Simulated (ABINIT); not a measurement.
P:

```xyz
4
Lattice="1.6477 -5.4650 0.0000 1.6477 5.4650 0.0000 0.0000 0.0000 4.5436" Properties=species:S:1:pos:R:3 pbc="T T T"
P     1.6477   -4.4173    2.6754
P     1.6477    4.4173    1.8683
P     1.6477   -1.0477    0.4035
P     1.6477    1.0477    4.1401
```

Base run:

| Quantity | Value |
| --- | --- |
| Program | ABINIT 10.8.3 (patched build) |
| Functional | PBE |
| Potentials or basis | PseudoDojo NC SR PBE v0.4.1 standard |
| Cutoff | 435 eV |
| k mesh | 6 × 6 × 4 |
| Occupations | fermi-dirac, width 0.05 eV |
| Spin | no spin polarisation |

Its results: band gap on the k mesh 0.09 eV, direct; pressure 2.0 GPa; largest force 0.362 eV/Å.

Question: The run is repeated on the same cell with these changes: functional from PBE to PBEsol; potentials or basis from PseudoDojo NC SR PBE v0.4.1 standard to PseudoDojo NC SR PBEsol v0.4.1 standard; cutoff from 435 eV to 490 eV. What comes out?

Answer: Band gap on the k mesh none (metal or under the smearing width); pressure -0.6 GPa; largest force 0.306 eV/Å.

Caveats: the cutoff is short for stress, so the pressure is rough (some runs).

A k mesh can miss the band edges.
